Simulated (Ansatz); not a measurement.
**Elastic response of ScH6Br3N2 (P-1) (192 atoms)**

How stiff is ScH6Br3N2 (P-1) (192 atoms), and how do its levels respond to strain?

Main program and level: Ansatz 0.2.0; Kohn-Sham DFT, PBE+D4, PAW (set soft_2), plane waves.

## Step 1: Set-up

The cell holds 192 atoms: 16 Sc, 96 H, 48 Br and 32 N. Its edges and angles: a = 14.422 Å, b = 20.314 Å, c = 11.350 Å, α = 105.4°, β = 90.8°, γ = 109.9°. It derives from ScH6Br3N2 (P-1), repeated 2×2×1. ScH6Br3N2, space group P-1, structure from the Crystallography Open Database, 2 x 2 x 1 conventional cells; every coordinate displaced by a Gaussian of 0.03 Å; bonds to H set to neutron lengths (C-H 1.089, N-H 1.015, O-H 0.983, B-H 1.19 Å) where the listed ones are shorter.

What the set-up can't give: The Brillouin zone is sampled at Γ only.

## Step 2: Single point at the start

The forces at the start show how far the geometry lies from a minimum of this functional.

input.yaml reads:

```yaml
crystal:
  lattice:
    - [14.422, 0.0, 0.0]
    - [-6.8978, 19.10704, 0.0]
    - [-0.15055, -3.25677, 10.87167]
  atoms:
    - { symbol: Sc, position: [0.08856, 0.39903, 0.20032] }
    - { symbol: Sc, position: [0.41161, 0.10024, 0.80418] }
    - { symbol: Sc, position: [0.15735, 0.11154, 0.30213] }
    - { symbol: Sc, position: [0.34398, 0.38895, 0.69524] }
    - { symbol: H, position: [0.15878, 0.43983, 0.45242] }
    - { symbol: H, position: [0.34356, 0.06394, 0.55551] }
    - { symbol: H, position: [0.08155, 0.35163, 0.41004] }
    - { symbol: H, position: [0.42227, 0.15118, 0.59441] }
    - { symbol: H, position: [0.03292, 0.41919, 0.43899] }
    - { symbol: H, position: [0.46515, 0.07998, 0.56323] }
    - { symbol: H, position: [0.15641, 0.4126, 0.97149] }
    - { symbol: H, position: [0.34054, 0.08986, 0.01808] }
    - { symbol: H, position: [0.07211, 0.44955, 0.99941] }
    - { symbol: H, position: [0.42476, 0.05063, 0.00567] }
    - { symbol: H, position: [0.04076, 0.35881, 0.94287] }
    - { symbol: H, position: [0.45908, 0.14021, 0.04955] }
    - { symbol: H, position: [0.31617, 0.236, 0.30234] }
    - { symbol: H, position: [0.18329, 0.26429, 0.69803] }
    - { symbol: H, position: [0.36019, 0.17783, 0.3363] }
    - { symbol: H, position: [0.13671, 0.32327, 0.66663] }
    - { symbol: H, position: [0.31399, 0.22557, 0.43771] }
    - { symbol: H, position: [0.1794, 0.272, 0.56145] }
    - { symbol: H, position: [0.13956, 0.27555, 0.15074] }
    - { symbol: H, position: [0.35786, 0.22302, 0.85086] }
    - { symbol: H, position: [0.23219, 0.3451, 0.23941] }
    - { symbol: H, position: [0.26933, 0.15487, 0.75897] }
    - { symbol: H, position: [0.22013, 0.33832, 0.1005] }
    - { symbol: H, position: [0.28202, 0.16415, 0.91097] }
    - { symbol: Br, position: [0.06762, 0.20192, 0.3433] }
    - { symbol: Br, position: [0.44117, 0.29962, 0.65234] }
    - { symbol: Br, position: [0.42332, 0.28825, 0.14124] }
    - { symbol: Br, position: [0.07066, 0.20808, 0.86033] }
    [... 154 atom lines left out ...]
    - { symbol: "N", position: [0.59446, 0.90929, 0.00274] }
    - { symbol: "N", position: [0.91341, 0.59457, 0.99818] }
    - { symbol: "N", position: [0.80683, 0.69717, 0.34871] }
    - { symbol: "N", position: [0.69449, 0.805, 0.65314] }
    - { symbol: "N", position: [0.68581, 0.83109, 0.16644] }
    - { symbol: "N", position: [0.81577, 0.67051, 0.83251] }
kpoints:
  mp_grid: { grid: [1, 1, 1] }
hamiltonian:
  xc: pbe
  dispersion: d4
scf:
  occupations: { method: gaussian, width: 0.025 }
output:
  forces: true
```

The run is started by

```console
$ ansatz run input.yaml --threads 4 --pin off --max-ram 8192MiB --backend cpu --events-out ev --progress --plain --runs-dir out
```

Numbers of over 12 decimals in the logs are rounded to 6 here.

What it wrote:

```text
Engine: ansatz 0.2.0, x86_64-unknown-linux-gnu
Pseudopotentials: kind: paw
Pseudopotential: Sc, paw, valence charge 11, recommended cutoff 420 eV (normal), Sc.paw.azcp
Pseudopotential: H, paw, valence charge 1, recommended cutoff 420 eV (normal), H.paw.azcp
Pseudopotential: Br, paw, valence charge 7, recommended cutoff 420 eV (normal), Br.paw.azcp
Pseudopotential: N, paw, valence charge 5, recommended cutoff 420 eV (normal), N.paw.azcp
[... 5 lines on functional and potentials left out ...]
Crystal: 192 atoms, lattice volume = 2995.816 Å³
Basis set: ecut = 420 eV, 58521 PW (Γ), exchange–correlation on 200×288×160 points (8 copies of the dense FFT grid, shifted against one another)
Bands: 576, of which v1, the nominal top of the filled ones, is band 384 counted from 1 (383 counted from 0)
Symmetry: 1 space group operations
Space group: P1 (ITA 1), of the structure as read, at distance tolerance 1.4e-4 Å
k-points: 1
[... 9 lines on functional and potentials left out ...]
Initial density: superposition of atomic densities (neutral atoms: chi_scale 0, normalization atom), corrected by the library's trained network
Initial wavefunctions: pseudopotential atomic-orbital guess
Functional: x = pbe(κ = 0.804, μ = 0.219515), c = pbe(β = 0.066725)
SCF iter   1: F=—  HF=-181761.078633 eV  |F-HF|=—  |Δ(HF+E_count)|=         —  Δρ=2.51e-3  dr2=3.98e-1  ethr=1.77e-3  ⟨swp⟩=6.0  Hψ=2583  notcnv=0  defer=106
preconditioner: auto → Resta (q_TF=auto, 2.175 Å⁻¹)  ε∞=3.0  [insulator: Δε(μ)=3.128 eV  Ē_g=12.065 eV  σ=0.025 eV  W_gap=1.00  n_scr=498 (ndim 8)  ℏωp=17.2 eV  f_vac=0.056  D(μ)=0.00/eV (n_scr^D=0)  ε∞_Penn≈3.0]
SCF iter   2: F=—  HF=-181761.006563 eV  |F-HF|=—  |Δ(HF+E_count)|=   7.21e-2  Δρ=1.23e-3  dr2=5.14e-2  ethr=5.18e-5  ⟨swp⟩=3.0  Hψ=935  notcnv=0  defer=174
SCF iter   3: F=—  HF=-181760.993144 eV  |F-HF|=—  |Δ(HF+E_count)|=   1.34e-2  Δρ=5.43e-4  dr2=1.46e-2  ethr=6.70e-6  ⟨swp⟩=4.0  Hψ=779  notcnv=0  defer=43
automatic band count: iteration 3 solves 445 bands in place of 576: the levels show a gap, and the empty bands left out lie too high to hold charge; the band table lists the bands solved (type scf.n_extra_bands for more)
SCF iter   4: F=—  HF=-181760.990792 eV  |F-HF|=—  |Δ(HF+E_count)|=   2.35e-3  Δρ=1.52e-4  dr2=1.13e-3  ethr=1.91e-6  ⟨swp⟩=2.0  Hψ=642  notcnv=0  defer=43
SCF iter   5: F=—  HF=-181760.990984 eV  |F-HF|=—  |Δ(HF+E_count)|=   1.92e-4  Δρ=7.81e-5  dr2=3.24e-4  ethr=1.47e-7  ⟨swp⟩=2.0  Hψ=782  notcnv=0  defer=43
SCF iter   6: F=—  HF=-181760.990982 eV  |F-HF|=—  |Δ(HF+E_count)|=   2.37e-6  Δρ=2.40e-5  dr2=2.56e-5  ethr=4.21e-8  ⟨swp⟩=2.0  Hψ=780  notcnv=0  defer=43
SCF iter   7: F=—  HF=-181760.989967 eV  |F-HF|=—  |Δ(HF+E_count)|=   1.01e-3  Δρ=9.34e-6  dr2=2.67e-6  ethr=3.34e-9  ⟨swp⟩=2.0  Hψ=785  notcnv=0  defer=43
SCF iter   8: F=—  HF=-181760.989969 eV  |F-HF|=—  |Δ(HF+E_count)|=   1.95e-6  Δρ=2.78e-6  dr2=3.01e-7  ethr=3.47e-10  ⟨swp⟩=2.0  Hψ=722  notcnv=0  defer=43
SCF iter   9: F=-181760.989969 eV  HF=-181760.989969 eV  |F-HF|=2.83e-8  |Δ(HF+E_count)|=   3.49e-7  Δρ=8.53e-7  dr2=3.04e-8  ethr=1.30e-11  ⟨swp⟩=4.0  Hψ=1449  notcnv=0
SCF 1 converged in 9 iterations: F = -181760.989969 eV  dr2 = 3.04e-8
  greatest PAW one-centre occupation: 0.998 electrons in one spin orbital (limit 2), on the Sc atom at site 0 (counted from 0), in its partial waves of l = 0
SCF converged after 9 iterations
Free energy (F): -181760.989969 eV
Harris-Foulkes:  -181760.989969 eV  (|F-HF|=2.83e-8)
Internal energy: -181760.989969 eV  (E = F + TS)
E sigma→0 (E₀):  -181760.989969 eV
Fermi energy:    3.095734 eV
--- Per-component energies (eV) ---
  E_band       = -6706.007770
  E_kinetic    = 16202.025348
  E_local      = -48084.077348  (includes V_loc(G=0)·N_el)
  E_nonlocal   = 6289.730176
  E_hartree    = 16294.930318
  E_xc         = -17166.679566
  E_vxc        = -10610.186481  (∫ρ·V_xc dr)
  E_paw        = -127262.432935  (= ΣΔE_a)
  E_vpaw       = -3093.238324  (= ΣTr[D̂ρ^β])
  E_aug_tail   = -0.121724  (compensation charges beyond the density's cutoff)
  E_ewald      = -28013.614249
  E_disp       = -20.749988  (pairwise vdW)
  E_smearing   = -0.000000  (= −TS)
  E_closure    = 0.000000  (closes the sum)
  Σ components = -181760.989969   (vs F -181760.989969, Δ=0.00e0)
--- Forces (eV/Å), atoms counted from 1 ---
  atom   1  Sc    -0.31027858     0.32198117    -0.42161945
  atom   2  Sc     0.56853964     0.12512246    -0.34349766
  atom   3  Sc    -0.03711800    -0.21675072    -0.08190427
  atom   4  Sc    -0.08994738    -0.34546363     0.05753875
  atom   5  H     -1.87101335    -0.82786156    -1.23895121
  atom   6  H      0.41041084     0.42267307     0.06932981
  atom   7  H     -0.88364071     2.06613863    -0.33492352
  atom   8  H      0.34615595    -0.48562854    -0.25612752
  atom   9  H     -0.52115440    -0.00431529     0.36330882
  atom  10  H      0.04116634     0.37240463    -0.13839190
  atom  11  H     -0.25489355    -0.00711556     0.04731643
  atom  12  H      0.59185070     0.01194272     0.32798922
  atom  13  H     -1.10325326     1.19682663    -0.42189636
  atom  14  H      0.88832322    -1.20892208     0.44940996
[...]
atom 191  N     -1.86712326    -1.57133973     0.68934987
  atom 192  N      2.05152041    -0.80502225     0.23815376
  max |Σ_I F_I| component: 2.70e-5 eV/Å
```

Elapsed: 27 s, on 4 threads of Intel Xeon Platinum 8488C (Sapphire Rapids), shared host; peak memory 4.5 GiB; 1.7 min of CPU time.

In the SCF lines HF is the Harris–Foulkes energy and dr2 the Hartree energy of the density residual, in eV; the loop may stop once dr2 is under the threshold and the program's other checks hold. Hψ counts applications of the Hamiltonian.

The r.m.s. force at the start is 1.3 eV/Å.

## Step 3: Cell and atoms relaxed

The cell is relaxed with the atoms, since the starting lattice needn't suit this functional.

input.yaml reads:

```yaml
crystal:
  lattice:
    - [14.422, 0.0, 0.0]
    - [-6.8978, 19.10704, 0.0]
    - [-0.15055, -3.25677, 10.87167]
  atoms:
    [... the 192 atom lines of step 2 ...]
kpoints:
  mp_grid: { grid: [1, 1, 1] }
hamiltonian:
  xc: pbe
  dispersion: d4
scf:
  occupations: { method: gaussian, width: 0.025 }
output:
  forces: true
relax:
  f_tol: 0.05
  max_steps: 150
  cell: {}
```

What it wrote:

```text
[...]
Crystal: 192 atoms, lattice volume = 2995.816 Å³
Basis set: ecut = 420 eV, 58521 PW (Γ), exchange–correlation on 200×288×160 points (8 copies of the dense FFT grid, shifted against one another)
Bands: 576, of which v1, the nominal top of the filled ones, is band 384 counted from 1 (383 counted from 0)
Symmetry: 1 space group operations
[...]
k-points: 1
[...]
SCF iter   1: F=—  HF=-181761.078636 eV  |F-HF|=—  |Δ(HF+E_count)|=         —  Δρ=2.51e-3  dr2=3.98e-1  ethr=1.77e-3  ⟨swp⟩=6.0  Hψ=2583  notcnv=0  defer=106
[...]
SCF iter   8: F=—  HF=-181760.989969 eV  |F-HF|=—  |Δ(HF+E_count)|=   1.91e-6  Δρ=2.73e-6  dr2=2.82e-7  ethr=2.99e-10  ⟨swp⟩=2.0  Hψ=758  notcnv=0  defer=174
SCF iter   9: F=-181760.989969 eV  HF=-181760.989969 eV  |F-HF|=2.33e-8  |Δ(HF+E_count)|=   2.92e-7  Δρ=8.29e-7  dr2=2.86e-8  ethr=1.30e-11  ⟨swp⟩=4.0  Hψ=1567  notcnv=0
SCF 1 converged in 9 iterations: F = -181760.989969 eV  dr2 = 2.86e-8
[...]
relax step   1: F+E_penalty+E_count = -181760.98996911 eV  Δ(F+E_penalty+E_count) = +0.000e0 eV  max|allowed force component| = 6.190e0 eV/Å  Δτ_max = 0.0000 Å  P = +1.576 GPa  Ω = 2995.816 Å³  (9 SCF iters, dr2 threshold 1.00e-7 eV, accepted)
[... from here on, the SCF cycles and remarks between the steps are left out ...]
relax step   2: F+E_penalty+E_count = -181766.75326911 eV  Δ(F+E_penalty+E_count) = -5.763e0 eV  max|allowed force component| = 1.933e0 eV/Å  Δτ_max = 0.1938 Å  P = -0.063 GPa  Ω = 2939.097 Å³  energy of the carried Pulay correction = +7.349e-2 eV  (7 SCF iters, dr2 threshold 1.92e-5 eV, accepted)
relax step   3: F+E_penalty+E_count = -181767.61453863 eV  Δ(F+E_penalty+E_count) = -8.613e-1 eV  max|allowed force component| = 6.308e-1 eV/Å  Δτ_max = 0.1950 Å  P = -0.387 GPa  Ω = 2974.643 Å³  energy of the carried Pulay correction = +2.727e-2 eV  (7 SCF iters, dr2 threshold 1.92e-5 eV, accepted)
relax step   4: F+E_penalty+E_count = -181768.05906059 eV  Δ(F+E_penalty+E_count) = -4.445e-1 eV  max|allowed force component| = 5.345e-2 eV/Å  Δτ_max = 0.2000 Å  P = -0.065 GPa  Ω = 2943.240 Å³  energy of the carried Pulay correction = +6.807e-2 eV  (7 SCF iters, dr2 threshold 1.92e-5 eV, accepted)
relax step   5: F+E_penalty+E_count = -181768.11836627 eV  Δ(F+E_penalty+E_count) = -5.931e-2 eV  max|allowed force component| = 1.217e-2 eV/Å  Δτ_max = 0.1318 Å  P = +0.001 GPa  Ω = 2940.443 Å³  energy of the carried Pulay correction = +7.173e-2 eV  (8 SCF iters, dr2 threshold 1.79e-7 eV, accepted)
relax step   6: F+E_penalty+E_count = -181768.09470250 eV  Δ(F+E_penalty+E_count) = +2.366e-2 eV  max|allowed force component| = 3.827e-1 eV/Å  Δτ_max = 0.1399 Å  P = -0.207 GPa  Ω = 2942.149 Å³  energy of the carried Pulay correction = +6.950e-2 eV  (11 SCF iters, rejected (line search))
relax step   7: F+E_penalty+E_count = -181768.12638834 eV  Δ(F+E_penalty+E_count) = -8.022e-3 eV  max|allowed force component| = 9.333e-2 eV/Å  Δτ_max = 0.0682 Å  P = +0.014 GPa  Ω = 2943.656 Å³  energy of the carried Pulay correction = +6.753e-2 eV  (10 SCF iters, accepted)
relax step   8: F+E_penalty+E_count = -181768.11893111 eV  Δ(F+E_penalty+E_count) = +7.457e-3 eV  max|allowed force component| = 1.848e-1 eV/Å  Δτ_max = 0.0992 Å  P = -0.112 GPa  Ω = 2948.249 Å³  energy of the carried Pulay correction = +6.153e-2 eV  (7 SCF iters, dr2 threshold 5.44e-7 eV, rejected (line search))
relax step   9: F+E_penalty+E_count = -181768.13506176 eV  Δ(F+E_penalty+E_count) = -8.673e-3 eV  max|allowed force component| = 1.413e-2 eV/Å  Δτ_max = 0.0496 Å  P = -0.002 GPa  Ω = 2943.663 Å³  energy of the carried Pulay correction = +6.752e-2 eV  (10 SCF iters, accepted)
relax step  10: F+E_penalty+E_count = -181768.13744440 eV  Δ(F+E_penalty+E_count) = -2.383e-3 eV  max|allowed force component| = 5.626e-2 eV/Å  Δτ_max = 0.0489 Å  P = -0.038 GPa  Ω = 2943.939 Å³  energy of the carried Pulay correction = +6.716e-2 eV  (10 SCF iters, accepted)
relax step  11: F+E_penalty+E_count = -181768.13935817 eV  Δ(F+E_penalty+E_count) = -1.914e-3 eV  max|allowed force component| = 5.107e-2 eV/Å  Δτ_max = 0.0276 Å  P = -0.030 GPa  Ω = 2944.184 Å³  energy of the carried Pulay correction = +6.684e-2 eV  (7 SCF iters, dr2 threshold 1.98e-7 eV, accepted)
relax step  12: F+E_penalty+E_count = -181768.13972992 eV  Δ(F+E_penalty+E_count) = -3.717e-4 eV  max|allowed force component| = 3.639e-2 eV/Å  Δτ_max = 0.0157 Å  P = +0.014 GPa  Ω = 2945.227 Å³  energy of the carried Pulay correction = +6.548e-2 eV  (7 SCF iters, dr2 threshold 1.63e-7 eV, accepted)
relax step  13: F+E_penalty+E_count = -181768.08305111 eV  Δ(F+E_penalty+E_count) = +5.668e-2 eV  max|allowed force component| = 3.730e-2 eV/Å  Δτ_max = 0.0000 Å  P = -0.009 GPa  Ω = 2945.227 Å³  stress off target by 2.28e-2 GPa  SCF on the basis re-selected at this cell (its energy is not comparable with the rows above)  (5 SCF iters)
basis re-selected at this cell: Δ(F+E_penalty+E_count) = +5.668e-2 eV, ΔP = -0.024 GPa vs the last step (what re-selecting the basis moved, of the pressure what is left beyond the Pulay correction that the steps carried, after the strain that the cell walked since its last selection, [...]
SCF converged after 5 iterations
Free energy (F): -181768.083051 eV
[...]
Internal energy: -181768.083051 eV  (E = F + TS)
E sigma→0 (E₀):  -181768.083051 eV
Fermi energy:    3.114288 eV
[...]
Σ components = -181768.083051   (vs F -181768.083051, Δ=0.00e0)
--- Forces (eV/Å), atoms counted from 1 ---
  atom   1  Sc    -0.00114503    -0.00125391     0.00442118
  atom   2  Sc     0.00184313     0.00468949     0.00157281
  atom   3  Sc    -0.00752517     0.00781508    -0.00235729
  atom   4  Sc     0.00881795    -0.00413118     0.00526955
[...]
atom 192  N     -0.00343966    -0.00088100     0.00107374
  max |Σ_I F_I| component: 1.22e-6 eV/Å
--- Stress (GPa, compression-positive) ---
        0.000366       0.003530      -0.001201
        0.003530      -0.011475       0.008143
       -0.001201       0.008143      -0.016294
  P = ⅓ Tr σ = -0.0091 GPa (-0.091 kbar)
--- Relaxed structure (12 steps of the walk, 10 accepted, 1 SCFs on fresh bases) ---
  F+E_penalty+E_count = -181768.08305111 eV   max|allowed force component| = 3.730e-2 eV/Å   (the final SCF, on the basis selected at the relaxed cell)
  cell:  # Å, volume = 2945.2269 Å³
    - [14.434178, -0.015439, -0.066899]
    - [-6.924080, 19.010425, 0.070808]
    - [-0.197621, -3.216799, 10.731884]
  atoms:
    - { symbol: Sc, position: [0.083113, 0.398005, 0.194444] }
    - { symbol: Sc, position: [0.416852, 0.102112, 0.804810] }
    - { symbol: Sc, position: [0.162313, 0.112839, 0.306330] }
    - { symbol: Sc, position: [0.337593, 0.387308, 0.693153] }
[...]
- { symbol: N, position: [0.815181, 0.667575, 0.830574] }
```

Wall time 6.4 min (4 threads); peak memory 4.6 GiB; 24 min of CPU time.

The relaxation converged after 12 steps, with a largest force component of 0.037 eV/Å.

(Part 1 of 2 ends here.)

[Logs are printed without paths, hosts, clocks, repeated set-up lines and the standing remarks that a program may print on its own settings, such as how far it seeks lower states.]

[Hosts, paths, dates, database ids (printed as entryN), source tags and the programs' standing remarks are cut or masked in the printed files.]
